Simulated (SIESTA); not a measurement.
**CuAu: equation of state with PBEsol**

The system is CuAu.

```xyz
2
Lattice="2.8107 0.0000 0.0000 0.0000 2.8107 0.0000 0.0000 0.0000 3.6850" Properties=species:S:1:pos:R:3 pbc="T T T"
Au    0.0000    0.0000    0.0000
Cu    1.4054    1.4054    1.8425
```

```json
{
  "Program": "SIESTA 5.4.2",
  "Task": "equation of state",
  "Functional": "PBEsol",
  "Potentials or basis": "PseudoDojo 0.4 standard (PBEsol files)",
  "Basis": "DZP (energy shift 0.003 Ry; two zetas on semicore shells)",
  "Grid cutoff": "800 Ry",
  "Energy shift": "0.003 Ry",
  "k mesh": "9 × 9 × 7",
  "Occupations": "fermi-dirac, width 0.05 eV",
  "Spin": "no spin polarisation"
}
```

```yaml
Equilibrium_volume: 14.25 Å³/atom
Bulk_modulus_at_fixed_shape_and_positions: 176 GPa
Pressure_derivative_of_the_bulk_modulus: "5.5 (rough: it moves with the points fitted)"
```

Energy against volume, from the lowest point:
| volume (Å³/atom) | energy (meV/atom) |
| --- | --- |
| 13.683 | 13.41 |
| 13.974 | 2.94 |
| 14.265 | 0.00 |
| 14.556 | 3.50 |
| 14.847 | 12.60 |
| 15.139 | 26.66 |
| 15.430 | 45.18 |

All runs of the series together: 3.3 min on 1 thread of AMD EPYC 9R45 96-Core Processor (Zen 5), on a shared host.

Caveat: short orbitals over semicore shells can move pressures by several GPa; the cell was scaled at fixed shape and fractional positions, which overstates the stiffness of a crystal with free parameters, most of all of layers and chains; the basis of atomic orbitals isn't converged, which shifts pressures, moduli and gaps. The run has no spin-orbit coupling, so splittings on Au are missing.
